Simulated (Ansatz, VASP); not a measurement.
Two plane-wave programs on Cu

File INCAR:

```
SYSTEM = Cu
PREC = Accurate
ENCUT = 520
EDIFF = 1E-7
ISMEAR = 0
SIGMA = 0.15
LREAL = .False.
LASPH = .True.
NELM = 100
ALGO = Normal
ISIF = 2
LWAVE = .False.
LCHARG = .False.
GGA = PS
NBANDS = 12
```

KPOINTS

```
Automatic mesh
0
Gamma
  22 22 22
  0 0 0
```

POSCAR

```
Cu
1.0
    0.0000000000      1.7352000000      1.6629000000
    1.7352000000      0.0000000000      1.6629000000
    1.7352000000      1.7352000000      0.0000000000
Cu
1
Direct
    0.0000000000      0.0000000000      0.0000000000
```

Input for Ansatz:

```yaml
crystal:
  lattice:
    - [0.0, 1.7352, 1.6629]
    - [1.7352, 0.0, 1.6629]
    - [1.7352, 1.7352, 0.0]
  atoms:
    - { symbol: Cu, position: [0.0, 0.0, 0.0] }
basis:
  ecutwfc: 420
kpoints:
  mp_grid: { grid: [22, 22, 22] }
hamiltonian:
  xc: pbesol
scf:
  occupations: { method: gaussian, width: 0.15 }
output:
  forces: true
  stress: true
  eigenvalues: true
  write_density: true
  write_potential: true
  elf: true
  volumetric_format: npy
```

Change from the starting cell: strain -0.040 along x and y, -0.080 along z, atoms carried along.

Alike in both runs: task single point; functional PBEsol; k mesh 22 × 22 × 22; occupations gaussian, width 0.15 eV; no spin polarisation.

|  | VASP | Ansatz |
| --- | --- | --- |
| version | VASP 6.6.1 | Ansatz 0.2.0 |
| potentials or method | VASP PAW PBE potentials, release 64 (Cu) | scalar-relativistic, plane waves, PAW |
| plane-wave cutoff (eV) | 520 | 420 |
| valence electrons in the cell | 11 | 19 |

VASP gave:

```
gap on the k mesh at the Fermi level (eV)       : none
pressure (GPa)                                  : 28.7
largest component of the traceless stress (GPa) : 2.09
```

Question: What did Ansatz give for the same quantities?

Answer: gap on the k mesh at the Fermi level (eV): none; pressure (GPa): 27.9; largest component of the traceless stress (GPa): 2.07.

A gap of «none» marks a metal or a gap that the smearing closes. The two sets of potentials don't hold the same shells in valence.

Caveats: so large a pressure means that the cell lies far from this level's equilibrium, or that cutoff or potentials fall short (VASP); the potentials were made for another functional, which shifts forces and pressure (VASP).
